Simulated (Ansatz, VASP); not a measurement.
**One calculation of InO, two programs**

Contents of INCAR:

```
SYSTEM = InO
PREC = Accurate
ENCUT = 520
EDIFF = 1E-6
ISMEAR = -1
SIGMA = 0.05
LREAL = .False.
LASPH = .True.
NELM = 60
ALGO = Normal
ISIF = 2
LWAVE = .False.
LCHARG = .False.
GGA = PE
NBANDS = 27
```

File KPOINTS:

```
regular mesh
0
Gamma
  9 9 2
  0 0 0
```

POSCAR

```
InO
1.0
    3.4304344868      0.0000000000      0.0000000000
   -1.7152172434      2.9708434116      0.0000000000
    0.0000000000      0.0000000000     15.7705390711
In O
2 2
Direct
    0.6666666667      0.3333333333      0.4099790000
    0.6666666667      0.3333333333      0.5900210000
    0.0000000000      0.0000000000      0.3601330000
    0.0000000000      0.0000000000      0.6398670000
```

Contents of input.yaml:

```yaml
crystal:
  lattice:
    - [3.4304344868, 0.0, 0.0]
    - [-1.7152172434, 2.9708434116, 0.0]
    - [0.0, 0.0, 15.7705390711]
  atoms:
    - { symbol: In, position: [0.6666666667, 0.3333333333, 0.409979] }
    - { symbol: In, position: [0.6666666667, 0.3333333333, 0.590021] }
    - { symbol: O, position: [0.0, 0.0, 0.360133] }
    - { symbol: O, position: [0.0, 0.0, 0.639867] }
kpoints:
  mp_grid: { grid: [9, 9, 2] }
scf:
  occupations: { method: fermi_dirac, width: 0.05 }
hamiltonian:
  xc: pbe
  pseudopotentials: { kind: all_electron, lapw: { basis_error: 0.001 } }
output:
  forces: true
  stress: true
  eigenvalues: true
```

Change from the starting cell: volume scaled by 0.98.

Alike in both runs: task single point; functional PBE; k mesh 9 × 9 × 2; occupations fermi-dirac, width 0.05 eV; no spin polarisation.

```csv
,VASP,Ansatz
version,VASP 6.6.1,Ansatz 0.2.0
potentials or method,"VASP PAW PBE potentials, release 64 (In_d, O)","all-electron LAPW, scalar-relativistic"
plane-wave cutoff (eV),520,see its input
```

|  | VASP | Ansatz | Ansatz less VASP |
| --- | --- | --- | --- |
| gap on the k mesh at the Fermi level (eV) | 0.38 | 0.39 | +0.014 |
| least direct gap on the mesh (eV) | 1.15 | 1.17 | +0.012 |
| rms of the force components (eV/Å) | 0.069 | 0.052 | -0.0164 |

Atom by atom the forces differ by 0.018 eV/Å (rms over components). Ansatz ran all-electron here, so the differences hold the error of VASP's frozen core and of both bases.

Caveats: spin-orbit coupling is left out, which moves the levels of the heavy elements.
